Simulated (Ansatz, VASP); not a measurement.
## Al4N3: VASP beside Ansatz

INCAR

```
SYSTEM = Al4N3
  PREC = Accurate
  ENCUT = 600
  EDIFF = 1E-6
  ISMEAR = 0
  SIGMA = 0.2
  LREAL = .False.
  LASPH = .True.
  NELM = 100
  ALGO = Normal
  ISIF = 3
  LWAVE = .False.
  LCHARG = .False.
  GGA = PE
  IBRION = 2
  NSW = 36
  EDIFFG = -0.08
```

KPOINTS

```
regular mesh
0
Gamma
  4 4 4
  0 0 0
```

Contents of POSCAR:

```
Al4N3
1.0
    4.4600000000      0.0000000000      0.0000000000
    0.0000000000      4.4600000000      0.0000000000
    0.0000000000      0.0000000000      4.4600000000
Al N
4 3
Direct
    0.7550000000      0.7550000000      0.2450000000
    0.2450000000      0.2450000000      0.2450000000
    0.7550000000      0.2450000000      0.7550000000
    0.2450000000      0.7550000000      0.7550000000
    0.5000000000      0.0000000000      0.5000000000
    0.0000000000      0.5000000000      0.5000000000
    0.5000000000      0.5000000000      0.0000000000
```

Input for Ansatz:

```yaml
crystal:
  lattice:
    - [4.46, 0.0, 0.0]
    - [0.0, 4.46, 0.0]
    - [0.0, 0.0, 4.46]
  atoms:
    - { symbol: Al, position: [0.755, 0.755, 0.245] }
    - { symbol: Al, position: [0.245, 0.245, 0.245] }
    - { symbol: Al, position: [0.755, 0.245, 0.755] }
    - { symbol: Al, position: [0.245, 0.755, 0.755] }
    - { symbol: "N", position: [0.5, 0.0, 0.5] }
    - { symbol: "N", position: [0.0, 0.5, 0.5] }
    - { symbol: "N", position: [0.5, 0.5, 0.0] }
basis:
  ecutwfc: 420
kpoints:
  mp_grid: { grid: [4, 4, 4] }
hamiltonian:
  xc: pbe
scf:
  occupations: { method: gaussian, width: 0.2 }
  lower_state_search: "off"
output:
  forces: true
  stress: true
  eigenvalues: true
relax:
  adjacent_minimum: "off"
  f_tol: 0.08
  max_steps: 16
  cell: { stress_tol: 0.8 }
```

Change from the starting cell: built by hand: N-deficient zincblende, ordered vacancy (P-43m, No. 215).

Alike in both runs: task relaxation of cell and atoms; functional PBE; k mesh 4 × 4 × 4; occupations gaussian, width 0.2 eV; no spin polarisation.

```csv
,VASP,Ansatz
version,VASP 6.6.1,Ansatz 0.2.0
potentials or method,"VASP PAW PBE potentials, release 64 (Al, N)","scalar-relativistic, plane waves, PAW"
plane-wave cutoff (eV),600,420
valence electrons in the cell,27,27
```

|  | VASP | Ansatz | Ansatz less VASP |
| --- | --- | --- | --- |
| gap on the k mesh at the Fermi level, each at its own relaxed structure (eV) | none | none | - |
| relaxed volume (Å³/atom) | 12.02 | 12.00 | -0.014 |
| relaxed cell length with the largest relative difference (Å) | 4.382 | 4.380 | -0.0016 |
| energy change over the relaxation (meV/atom) | -20 | -19 | +1.1 |

A gap of «none» marks a metal or a gap that the smearing closes.
